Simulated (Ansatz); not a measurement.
## NaCl (Fm-3m), an elastic constant from a strain scan

Level of theory: Ansatz 0.2.0, DFT PBEsol, scalar-relativistic, plane waves, PAW. The runs took a 420 eV cutoff, a Γ-centred 8×8×8 mesh and Gaussian smearing (0.05 eV). No spin polarisation. Energies are free energies at this smearing, counted from the undisturbed cell; pressure is positive in compression.

Reference structure (as given, not relaxed at this level; it stands at -0.8 GPa):

```xyz
2
Lattice="0.0000 2.8317 2.8317 2.8317 0.0000 2.8317 2.8317 2.8317 0.0000" Properties=species:S:1:pos:R:3 pbc="T T T"
Na    0.0000    0.0000    0.0000
Cl    2.8317    2.8317    2.8317
```

The cell is strained by ε times the Voigt pattern (0, 1, 0, 0, 0, 0) (xx, yy, zz, yz, xz, xy; engineering shear) with fractional coordinates fixed. The cell holds 2 atoms in V0 = 45.41 Å³. The stress column is τ = (1/V0) dE/dε, got from the stress tensor σ (compression positive) at each point as −det(1 + εP) σ : P(1 + εP)⁻¹, with P the pattern as a tensor.

| ε | ΔE (meV/atom) | τ (GPa) |
| --- | --- | --- |
| -0.0200 | -0.787 | -0.278 |
| -0.0150 | -0.878 | 0.016 |
| -0.0100 | -0.769 | 0.290 |
| -0.0050 | -0.472 | 0.545 |
| 0.0000 | 0.000 | 0.783 |
| 0.0050 | 0.635 | 1.005 |
| 0.0100 | 1.421 | 1.211 |
| 0.0150 | 2.348 | 1.402 |
| 0.0175 | 2.861 | 1.492 |
| 0.0200 | ? | ? |

Problem. Which combination of elastic constants does this scan measure, and how large is it?

Solution. For small ε, τ = τ0 + Kε with K = pᵀCp, which for this pattern is C11 in the cubic axes. The parabola through τ at ε = -0.0050, 0 and 0.0050 has slope K = 46 GPa at zero. The energies per cell, E = NΔE, of the same two points give K = 2[E(ε₊)/ε₊ − E(ε₋)/ε₋]/[(ε₊ − ε₋)V0] = 46 GPa, in agreement.

Problem. Predict the withheld row at ε = 0.0200 from the harmonic law, and compare.

Solution. ΔE = V0(τ0 ε + Kε²/2)/N = 3.523 meV/atom and τ = 1.70 GPa. The calculation gives 3.406 meV/atom and 1.58 GPa: the energy lies 3 % below the harmonic value, as bonds soften when stretched.